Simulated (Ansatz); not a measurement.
# EuO (Fm-3m) in Ansatz: notebook

Runs on EuO. Level: PBE+D4. Tasks: single point, equation of state.

All numbers are computed with Ansatz 0.2.0; they aren't measurements. Logs are shortened: lines on timing, memory, paths and dates and some standing lists are left out, and cuts for length are marked.

## 1. Starting point

It takes space group Fm-3m (No. 225, cubic). Conventional cell: a = 5.144 Å, b = 5.144 Å, c = 5.144 Å, α = 90.00°, β = 90.00°, γ = 90.00°. Around Eu (site symmetry m-3m) lie 6 O at 2.57 Å. O (site symmetry m-3m) is surrounded by 6 Eu at 2.57 Å.

## 2. Single point, PBE+D4, collinear spin, ferromagnetic start, 15.99 Å³/atom (volume scaled by 0.94)

input.yaml

```yaml
crystal:
  lattice:
    - [0.0, 2.5194464923, 2.5194464923]
    - [2.5194464923, 0.0, 2.5194464923]
    - [2.5194464923, 2.5194464923, 0.0]
  atoms:
    - { symbol: Eu, position: [0.0, 0.0, 0.0], spin: 7.0 }
    - { symbol: O, position: [0.5, 0.5, 0.5] }
hamiltonian:
  xc: pbe
  pseudopotentials: { kind: paw }
  dispersion: d4
magnetization:
  spin_polarized: true
kpoints:
  mp_grid: { grid: [9, 9, 9] }
scf:
  occupations: { method: fermi_dirac, width: 0.05 }
output:
  forces: true
  stress: true
  eigenvalues: true
```

Potentials or basis: Ansatz PAW.

Started as:

```
$ ansatz run input.yaml --threads 2 --pin off --max-ram 5120MiB --backend cpu --events-out ev --progress --plain --runs-dir out
```

Log:

```text
Warning: RAYON_NUM_THREADS=2 ignored (pool sized by the plan → 2); use --threads N
Engine: ansatz 0.2.0, aarch64-unknown-linux-gnu
Pseudopotentials: kind: paw
Pseudopotential: Eu, paw, valence charge 17, recommended cutoff 420 eV (normal), Eu.paw.azcp
Pseudopotential: O, paw, valence charge 6, recommended cutoff 420 eV (normal), O.paw.azcp
Functional definition: PBE
  parameter kappa = 0.804
  parameter beta = 0.06672455060314922
  exchange = pbe_x(kappa = kappa, mu = beta*pi^2/3)
  correlation = pbe_c(beta = beta)
Crystal: 2 atoms, lattice volume = 31.985 Å³
Basis set: ecut = 420 eV, 609 PW (Γ), exchange–correlation on 48×48×48 points (8 copies of the dense FFT grid, shifted against one another)
Bands: 19, of which v1, the nominal top of the filled ones, is band 12 counted from 1 (11 counted from 0)
Symmetry: 48 space group operations
Space group: Fm-3m (ITA 225), of the structure as read, at distance tolerance 3.2e-5 Å
Magnetic group: BNS 225.116 (UNI 1618), of the structure as read, at distance tolerance 3.2e-5 Å
k-points: 35 of 729
Non-local potential: Eu, projectors of the file, l = 0: 3, l = 1: 2, l = 2: 2, l = 3: 3
Non-local potential: O, projectors of the file, l = 0: 2, l = 1: 2, l = 2: 1
PAW form: soft (Blöchl's): semilocal exchange-correlation on the pseudo side does not see the compensation charge
PAW one-centre angular grid: Eu, 590 points (default); XC on 64 Gauss nodes
PAW one-centre angular grid: O, 110 points (default); XC on 64 Gauss nodes
Initial density: superposition of atomic densities (chi_scale 0.1, normalization cell)
Starting moments: Σ|m| = 7 μB on 1 of 2 sites
Initial wavefunctions: pseudopotential atomic-orbital guess
Functional: x = pbe(κ = 0.804, μ = 0.2195149727645171), c = pbe(β = 0.06672455060314922)
SCF iter   1: F=—  HF=-9338.256024 eV  |F-HF|=—  |Δ(HF+E_count)|=         —  Δρ=6.84e-2 (↑6.39e-2 ↓6.84e-2)  dr2=5.68e0  dr2_m=2.10e-1  M=6.792 μB ∫|m|=6.863 μB  β_m=0.30  ethr=3.10e-3  ⟨swp⟩=5.7  Hψ=5463  notcnv=0
Mixer restart at iter 1: flushing history
preconditioner: auto → Kerker (q_TF=auto, 2.582 Å⁻¹)  [metal: Δε(μ)=0.025 eV  Ē_g=13.654 eV  σ=0.050 eV  W_gap=0.12  n_scr=14 (ndim 8)  ℏωp=30.1 eV  f_vac=0.000  D(μ)=3.73/eV (n_scr^D=58)]
spin=Collinear: Kerker preconditioning applied to the charge; magnetization (m = ρ↑ − ρ↓) channel mixes plain (no charge-response kernel on spin).
SCF iter   2: F=—  HF=-9337.324170 eV  |F-HF|=—  |Δ(HF+E_count)|=   9.32e-1  Δρ=3.46e-2 (↑3.26e-2 ↓3.46e-2)  dr2=1.42e0  dr2_m=1.18e-1  M=6.792 μB ∫|m|=6.895 μB  β_m=0.43  ethr=3.10e-3  ⟨swp⟩=2.2  Hψ=2893  notcnv=0  defer=74
SCF iter   3: F=—  HF=-9337.266102 eV  |F-HF|=—  |Δ(HF+E_count)|=   5.81e-2  Δρ=1.98e-2 (↑1.98e-2 ↓1.44e-2)  dr2=1.62e-1  dr2_m=3.08e-2  M=6.800 μB ∫|m|=6.949 μB  β_m=0.72  ethr=3.10e-3  ⟨swp⟩=2.5  Hψ=2596  notcnv=0  defer=74
SCF iter   4: F=—  HF=-9337.483276 eV  |F-HF|=—  |Δ(HF+E_count)|=         —  Δρ=1.03e-2 (↑1.03e-2 ↓4.00e-3)  dr2=5.37e-2  dr2_m=5.15e-3  M=6.868 μB ∫|m|=7.040 μB  β_m=0.72  ethr=7.06e-4  ⟨swp⟩=3.4  Hψ=2788  notcnv=0  defer=74
Mixer restart at iter 4: flushing history
SCF iter   5: F=—  HF=-9337.512842 eV  |F-HF|=—  |Δ(HF+E_count)|=   2.96e-2  Δρ=4.35e-3 (↑4.35e-3 ↓2.51e-3)  dr2=1.45e-2  dr2_m=6.13e-4  M=6.890 μB ∫|m|=7.065 μB  β_m=0.86  ethr=2.33e-4  ⟨swp⟩=2.6  Hψ=2802  notcnv=0  defer=74
SCF iter   6: F=—  HF=-9337.529661 eV  |F-HF|=—  |Δ(HF+E_count)|=   1.68e-2  Δρ=5.29e-3 (↑5.29e-3 ↓1.53e-3)  dr2=1.24e-2  dr2_m=1.69e-3  M=6.929 μB ∫|m|=7.109 μB  β_m=0.77  ethr=6.28e-5  ⟨swp⟩=2.9  Hψ=2574  notcnv=0  defer=74
SCF iter   7: F=—  HF=-9337.533779 eV  |F-HF|=—  |Δ(HF+E_count)|=   4.12e-3  Δρ=1.36e-3 (↑1.36e-3 ↓9.38e-4)  dr2=7.01e-4  dr2_m=1.02e-4  M=6.944 μB ∫|m|=7.128 μB  β_m=0.72  ethr=5.37e-5  ⟨swp⟩=2.5  Hψ=2727  notcnv=0  defer=74
SCF iter   8: F=—  HF=-9337.534079 eV  |F-HF|=—  |Δ(HF+E_count)|=   3.00e-4  Δρ=4.69e-4 (↑4.17e-4 ↓4.69e-4)  dr2=1.74e-4  dr2_m=9.87e-6  M=6.947 μB ∫|m|=7.133 μB  β_m=0.86  ethr=3.05e-6  ⟨swp⟩=2.0  Hψ=2290  notcnv=0  defer=74
SCF iter   9: F=—  HF=-9337.534251 eV  |F-HF|=—  |Δ(HF+E_count)|=   1.72e-4  Δρ=1.11e-4 (↑1.11e-4 ↓1.07e-4)  dr2=1.07e-5  dr2_m=6.31e-7  M=6.948 μB ∫|m|=7.136 μB  β_m=0.93  ethr=7.55e-7  ⟨swp⟩=2.0  Hψ=2067  notcnv=0  defer=74
SCF iter  10: F=—  HF=-9337.532160 eV  |F-HF|=—  |Δ(HF+E_count)|=   2.09e-3  Δρ=5.40e-5 (↑5.40e-5 ↓2.10e-5)  dr2=6.11e-7  dr2_m=2.78e-7  M=6.949 μB ∫|m|=7.137 μB  β_m=0.96  ethr=4.66e-8  ⟨swp⟩=2.0  Hψ=1857  notcnv=0  defer=74
SCF iter  11: F=—  HF=-9337.532161 eV  |F-HF|=—  |Δ(HF+E_count)|=   6.49e-7  Δρ=6.83e-6 (↑6.83e-6 ↓3.12e-6)  dr2=1.60e-8  dr2_m=3.02e-9  M=6.949 μB ∫|m|=7.137 μB  β_m=0.98  ethr=2.66e-9  ⟨swp⟩=2.0  Hψ=2145  notcnv=0  defer=74
SCF iter  12: F=-9337.532161 eV  HF=-9337.532161 eV  |F-HF|=3.19e-9  |Δ(HF+E_count)|=   1.32e-8  Δρ=3.21e-6 (↑3.21e-6 ↓1.21e-6)  dr2=4.36e-9  dr2_m=6.71e-10  M=6.949 μB ∫|m|=7.137 μB  ethr=6.94e-11  ⟨swp⟩=5.9  Hψ=5471  notcnv=0
SCF 1 converged in 12 iterations: F = -9337.532161 eV  dr2 = 4.36e-9
SCF converged after 12 iterations
Magnetization: 6.9490 μB (14.9745 up, 8.0255 down)
Absolute magnetization: 7.1374 μB (∫|ρ↑−ρ↓|, with the PAW one-centre terms)
Spin contamination: 0.0153 ħ² per cell (⟨S²⟩ above its minimum at these occupations)
Per-site moments (μB) at R_I (Å): [(6.569058288316577, 1.03927167807375), (-0.0770067364158573, 1.03927167807375)]
Free energy (F): -9337.532161 eV
Harris-Foulkes:  -9337.532161 eV  (|F-HF|=3.19e-9)
Internal energy: -9337.520402 eV  (E = F + TS)
E sigma→0 (E₀):  -9337.526281 eV
Entropy (-TS):   -0.011759 eV (-5.879 meV/atom)
Fermi energy:    15.094532 eV
--- Per-component energies (eV) ---
  E_band       = 83.811556
  E_kinetic    = 534.254920
  E_local      = -1871.038732  (includes V_loc(G=0)·N_el)
  E_nonlocal   = 511.753486
  E_hartree    = 731.209257
  E_xc         = -255.742364
  E_vxc        = -303.218786  (∫ρ·V_xc dr)
  E_paw        = -6540.717337  (= ΣΔE_a)
  E_vpaw       = -250.362816  (= ΣTr[D̂ρ^β])
  E_aug_tail   = 0.002416  (compensation charges beyond the density's cutoff)
  E_ewald      = -2446.742452
  E_disp       = -0.499597  (pairwise vdW)
  E_smearing   = -0.011759  (= −TS)
  E_closure    = 0.000000  (closes the sum)
  Σ components = -9337.532161   (vs F -9337.532161, Δ=0.00e0)
--- Forces (eV/Å), atoms counted from 1 ---
  atom   1  Eu    -0.00000000     0.00000000     0.00000000
  atom   2  O      0.00000000    -0.00000000    -0.00000000
  max |Σ_I F_I| component: 2.16e-29 eV/Å
--- Stress (GPa, compression-positive) ---
       -1.252690      -0.000000       0.000000
        0.000000      -1.252690       0.000000
        0.000000       0.000000      -1.252690
  P = ⅓ Tr σ = -1.2527 GPa (-12.527 kbar)
--- Band table (eV; the first three rows and the last of 70) ---
  k-point 0 ↑: bands = ["-26.4046", "-4.7236", "-4.7236", "-4.7236", "-3.8805", "11.0315", "11.0315", "11.0315", "14.3387", "14.7973", "14.7973", "14.7973", "14.9837", "15.1438", "15.1438", "15.1438", "16.6922", "16.6922", "16.6922"]
  k-point 1 ↑: bands = ["-26.3907", "-5.2188", "-4.7357", "-4.7357", "-3.4208", "10.6399", "10.8796", "10.8796", "14.3208", "14.7428", "14.7428", "14.7984", "14.9821", "15.0523", "15.0523", "15.6717", "16.7487", "17.0077", "17.0077"]
  k-point 2 ↑: bands = ["-26.3551", "-5.9116", "-4.7660", "-4.7660", "-2.8190", "9.8713", "10.5228", "10.5228", "14.3135", "14.6436", "14.6436", "14.8012", "14.8500", "14.9037", "14.9037", "16.9003", "17.1019", "17.8040", "17.8040"]
  k-point 34 ↓: bands = ["-23.1933", "-4.7920", "-3.2230", "-3.2063", "-1.7882", "10.0006", "10.9728", "11.0873", "16.9500", "17.8908", "19.2016", "19.2187", "19.3668", "19.4299", "19.4428", "19.8338", "20.0109", "20.8102", "23.3237"]
```

It took 2.5 s on 2 threads of Arm Neoverse V2, shared host; peak memory 0.35 GiB.

Results:

```
Free energy            : -9337.5322 eV
Pressure               : -1.3 GPa
Band gap on the k mesh : none (metal or under the smearing width)
Net moment             : 6.95 μB per cell
Absolute moment        : 7.14 μB per cell
Site moments           : Eu +6.57; O -0.08 μB
```

Caveat: the pressure holds a Pulay correction of +0.5 GPa for the finite cutoff; spin-orbit coupling is left out, which moves the levels of the heavy elements; a cell with one magnetic atom can't hold antiferromagnetic order, which such compounds often take; without U or exact exchange the open f shell lies at the Fermi level, which spoils levels, moments and volumes; pairwise dispersion overbinds metals, which lowers pressure and volume.

## 3. Single point, PBE+D4, collinear spin, ferromagnetic start, 16.33 Å³/atom (volume scaled by 0.96)

input.yaml, as its differences from that of step 2:

```diff
@@ -2,5 +2,5 @@
   lattice:
-    - [0.0, 2.5194464923, 2.5194464923]
-    - [2.5194464923, 0.0, 2.5194464923]
-    - [2.5194464923, 2.5194464923, 0.0]
+    - [0.0, 2.5371896578, 2.5371896578]
+    - [2.5371896578, 0.0, 2.5371896578]
+    - [2.5371896578, 2.5371896578, 0.0]
   atoms:
```

Potentials or basis: Ansatz PAW.

Started as:

```
$ ansatz run input.yaml --threads 2 --pin off --max-ram 5120MiB --backend cpu --events-out ev --progress --plain --runs-dir out
```

It took 2.1 s on 2 threads of Arm Neoverse V2, shared host; peak memory 0.35 GiB.

The run converged. Its results:

| Property | Result |
| --- | --- |
| Free energy | -9337.5226 eV |
| Pressure | -3.2 GPa |
| Band gap on the k mesh | none (metal or under the smearing width) |
| Net moment | 6.96 μB per cell |
| Absolute moment | 7.15 μB per cell |
| Site moments | Eu +6.59; O -0.08 μB |

Caveat: the pressure holds a Pulay correction of +0.4 GPa for the finite cutoff; spin-orbit coupling is left out, which moves the levels of the heavy elements; a cell with one magnetic atom can't hold antiferromagnetic order, which such compounds often take; without U or exact exchange the open f shell lies at the Fermi level, which spoils levels, moments and volumes; pairwise dispersion overbinds metals, which lowers pressure and volume.

## 4. Single point, PBE+D4, collinear spin, ferromagnetic start, 16.67 Å³/atom (volume scaled by 0.98)

input.yaml, as its differences from that of step 3:

```diff
@@ -2,5 +2,5 @@
   lattice:
-    - [0.0, 2.5371896578, 2.5371896578]
-    - [2.5371896578, 0.0, 2.5371896578]
-    - [2.5371896578, 2.5371896578, 0.0]
+    - [0.0, 2.5546880705, 2.5546880705]
+    - [2.5546880705, 0.0, 2.5546880705]
+    - [2.5546880705, 2.5546880705, 0.0]
   atoms:
```

Started as:

```
$ ansatz run input.yaml --threads 2 --pin off --max-ram 5120MiB --backend cpu --events-out ev --progress --plain --runs-dir out
```

Wall time 2.2 s (2 threads of Arm Neoverse V2, shared host); peak memory 0.36 GiB.

It converged, with:

| Quantity | Value |
| --- | --- |
| Free energy | -9337.5054 eV |
| Pressure | -4.9 GPa |
| Band gap on the k mesh | none (metal or under the smearing width) |
| Net moment | 6.97 μB per cell |
| Absolute moment | 7.16 μB per cell |
| Site moments | Eu +6.60; O -0.08 μB |

Caveat: the pressure holds a Pulay correction of +0.4 GPa for the finite cutoff; spin-orbit coupling is left out, which moves the levels of the heavy elements; a cell with one magnetic atom can't hold antiferromagnetic order, which such compounds often take; without U or exact exchange the open f shell lies at the Fermi level, which spoils levels, moments and volumes; pairwise dispersion overbinds metals, which lowers pressure and volume.

## 5. Single point, PBE+D4, collinear spin, ferromagnetic start, 17.01 Å³/atom

input.yaml, as its differences from that of step 4:

```diff
@@ -2,5 +2,5 @@
   lattice:
-    - [0.0, 2.5546880705, 2.5546880705]
-    - [2.5546880705, 0.0, 2.5546880705]
-    - [2.5546880705, 2.5546880705, 0.0]
+    - [0.0, 2.57195, 2.57195]
+    - [2.57195, 0.0, 2.57195]
+    - [2.57195, 2.57195, 0.0]
   atoms:
@@ -22 +22,5 @@
   eigenvalues: true
+  write_density: true
+  write_potential: true
+  elf: true
+  volumetric_format: npy
```

Started as:

```
$ ansatz run input.yaml --threads 2 --pin off --max-ram 5120MiB --backend cpu --events-out ev --progress --plain --runs-dir out
```

It took 2.5 s on 2 threads of Arm Neoverse V2, shared host; peak memory 0.36 GiB.

It converged, with:

```
Free energy            : -9337.4813 eV
Pressure               : -6.4 GPa
Band gap on the k mesh : none (metal or under the smearing width)
Net moment             : 6.98 μB per cell
Absolute moment        : 7.17 μB per cell
Site moments           : Eu +6.62; O -0.08 μB
```

Caveat: the pressure holds a Pulay correction of +0.4 GPa for the finite cutoff; spin-orbit coupling is left out, which moves the levels of the heavy elements; a cell with one magnetic atom can't hold antiferromagnetic order, which such compounds often take; without U or exact exchange the open f shell lies at the Fermi level, which spoils levels, moments and volumes; pairwise dispersion overbinds metals, which lowers pressure and volume.

## 6. Single point, PBE+D4, collinear spin, ferromagnetic start, 17.35 Å³/atom (volume scaled by 1.02)

input.yaml, as its differences from that of step 5:

```diff
@@ -2,5 +2,5 @@
   lattice:
-    - [0.0, 2.57195, 2.57195]
-    - [2.57195, 0.0, 2.57195]
-    - [2.57195, 2.57195, 0.0]
+    - [0.0, 2.5889832779, 2.5889832779]
+    - [2.5889832779, 0.0, 2.5889832779]
+    - [2.5889832779, 2.5889832779, 0.0]
   atoms:
@@ -22,5 +22 @@
   eigenvalues: true
-  write_density: true
-  write_potential: true
-  elf: true
-  volumetric_format: npy
```

Potentials or basis: Ansatz PAW.

Started as:

```
$ ansatz run input.yaml --threads 2 --pin off --max-ram 5120MiB --backend cpu --events-out ev --progress --plain --runs-dir out
```

Run time: 2.2 s. Hardware: 2 threads of Arm Neoverse V2, shared host; peak memory 0.35 GiB.

Results (log left out):

* Free energy: -9337.4509 eV
* Pressure: -7.8 GPa
* Band gap on the k mesh: none (metal or under the smearing width)
* Net moment: 6.98 μB per cell
* Absolute moment: 7.17 μB per cell
* Site moments: Eu +6.63; O -0.08 μB

Caveat: the pressure holds a Pulay correction of +0.4 GPa for the finite cutoff; spin-orbit coupling is left out, which moves the levels of the heavy elements; a cell with one magnetic atom can't hold antiferromagnetic order, which such compounds often take; without U or exact exchange the open f shell lies at the Fermi level, which spoils levels, moments and volumes; pairwise dispersion overbinds metals, which lowers pressure and volume.

## 7. Single point, PBE+D4, collinear spin, ferromagnetic start, 17.69 Å³/atom (volume scaled by 1.04)

input.yaml, as its differences from that of step 6:

```diff
@@ -2,5 +2,5 @@
   lattice:
-    - [0.0, 2.5889832779, 2.5889832779]
-    - [2.5889832779, 0.0, 2.5889832779]
-    - [2.5889832779, 2.5889832779, 0.0]
+    - [0.0, 2.6057953287, 2.6057953287]
+    - [2.6057953287, 0.0, 2.6057953287]
+    - [2.6057953287, 2.6057953287, 0.0]
   atoms:
@@ -22 +22,5 @@
   eigenvalues: true
+  write_density: true
+  write_potential: true
+  elf: true
+  volumetric_format: npy
```

Started as:

```
$ ansatz run input.yaml --threads 2 --pin off --max-ram 5120MiB --backend cpu --events-out ev --progress --plain --runs-dir out
```

It took 2.8 s on 2 threads of Arm Neoverse V2, shared host; peak memory 0.36 GiB.

It converged, with:

```yaml
Free_energy: -9337.4153 eV
Pressure: -9.0 GPa
Band_gap_on_the_k_mesh: none (metal or under the smearing width)
Net_moment: 6.99 μB per cell
Absolute_moment: 7.18 μB per cell
Site_moments: Eu +6.65; O -0.08 μB
```

Caveat: the pressure holds a Pulay correction of +0.4 GPa for the finite cutoff; spin-orbit coupling is left out, which moves the levels of the heavy elements; a cell with one magnetic atom can't hold antiferromagnetic order, which such compounds often take; without U or exact exchange the open f shell lies at the Fermi level, which spoils levels, moments and volumes; pairwise dispersion overbinds metals, which lowers pressure and volume.

## 8. Single point, PBE+D4, collinear spin, ferromagnetic start, 18.03 Å³/atom (volume scaled by 1.06)

input.yaml, as its differences from that of step 7:

```diff
@@ -2,5 +2,5 @@
   lattice:
-    - [0.0, 2.6057953287, 2.6057953287]
-    - [2.6057953287, 0.0, 2.6057953287]
-    - [2.6057953287, 2.6057953287, 0.0]
+    - [0.0, 2.6223931986, 2.6223931986]
+    - [2.6223931986, 0.0, 2.6223931986]
+    - [2.6223931986, 2.6223931986, 0.0]
   atoms:
```

Started as:

```
$ ansatz run input.yaml --threads 2 --pin off --max-ram 5120MiB --backend cpu --events-out ev --progress --plain --runs-dir out
```

Wall time 2.8 s (2 threads of Arm Neoverse V2, shared host); peak memory 0.36 GiB.

It converged, with:

```
Free energy            : -9337.3749 eV
Pressure               : -10.0 GPa
Band gap on the k mesh : none (metal or under the smearing width)
Net moment             : 6.99 μB per cell
Absolute moment        : 7.18 μB per cell
Site moments           : Eu +6.66; O -0.08 μB
```

Caveat: the pressure holds a Pulay correction of +0.4 GPa for the finite cutoff; spin-orbit coupling is left out, which moves the levels of the heavy elements; a cell with one magnetic atom can't hold antiferromagnetic order, which such compounds often take; without U or exact exchange the open f shell lies at the Fermi level, which spoils levels, moments and volumes; pairwise dispersion overbinds metals, which lowers pressure and volume.

## 9. Equation of state, PBE+D4, collinear spin, ferromagnetic start

Potentials or basis: Ansatz PAW.

No new run: the results of the series are fitted here.

Results:

```yaml
Equilibrium_volume: "15.79 Å³/atom (rough: see the caveat)"
Bulk_modulus: 103 GPa (rough)
```

Energy against volume, from the lowest point:
| volume (Å³/atom) | energy (meV/atom) |
| --- | --- |
| 15.992 | 0.00 |
| 16.333 | 4.78 |
| 16.673 | 13.40 |
| 17.013 | 25.44 |
| 17.354 | 40.61 |
| 17.694 | 58.45 |
| 18.034 | 78.64 |

Caveat: the minimum lies outside the volumes run; spin-orbit coupling is left out, which moves the levels of the heavy elements; without U or exact exchange the open f shell lies at the Fermi level, which spoils levels, moments and volumes.
